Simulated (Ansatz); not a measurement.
Runs of Ansatz 0.2.0 on CoO. It takes space group Fm-3m (No. 225, cubic). The conventional cell has a = 4.263 Å, b = 4.263 Å, c = 4.263 Å, α = 90.00°, β = 90.00°, γ = 90.00°. Co (site symmetry m-3m) has 6 O at 2.13 Å as nearest neighbours. O (site symmetry m-3m) has 6 Co at 2.13 Å as nearest neighbours. 

```tsv
task	level	cell	k mesh	cutoff (eV)	smearing	gap on the mesh (eV)	pressure (GPa)	moment (μB)	relaxed volume (Å³/atom)
relaxation of cell and atoms	PBE+D4	relaxed	11 × 11 × 11	-	fermi-dirac 0.05 eV	-	0.0	2.85	9.39
elastic constants	PBE	as given	8 × 8 × 8	384	fermi-dirac 0.05 eV	none	-2.2	2.90	-
single point	PBE	as given	11 × 11 × 11	360	gaussian 0.021 eV	none	-1.7	(c)	-
relaxation of cell and atoms	BLYP	relaxed	11 × 11 × 11	-	fermi-dirac 0.05 eV	-	0.0	2.88	(a)
single point	PBE	as given	11 × 11 × 11	360	gaussian 0.05 eV	none	(b)	2.96	-
```

Alike in all rows: potentials or basis all-electron LAPW, scalar-relativistic; spin collinear, ferromagnetic start; basis error allowed 0.001 eV/atom.

Question: Fill in the values left out.

Answer: (a) 9.97; (b) -1.8; (c) 2.98.

Caveats: a cell with one magnetic atom can't hold antiferromagnetic order, which such compounds often take; semilocal functionals often make such compounds metallic where correlation or magnetic order opens a gap, which also shifts bond lengths (some runs); the k mesh is thin for a metal, which can move the energy by tens of meV per atom (some runs); a metal's response needs a denser mesh (some runs); the elastic tensor has a negative eigenvalue, so either the cell is unstable as it stands or the mesh is too thin (some runs).

A gap of «none» marks a metal or a gap under the smearing width.
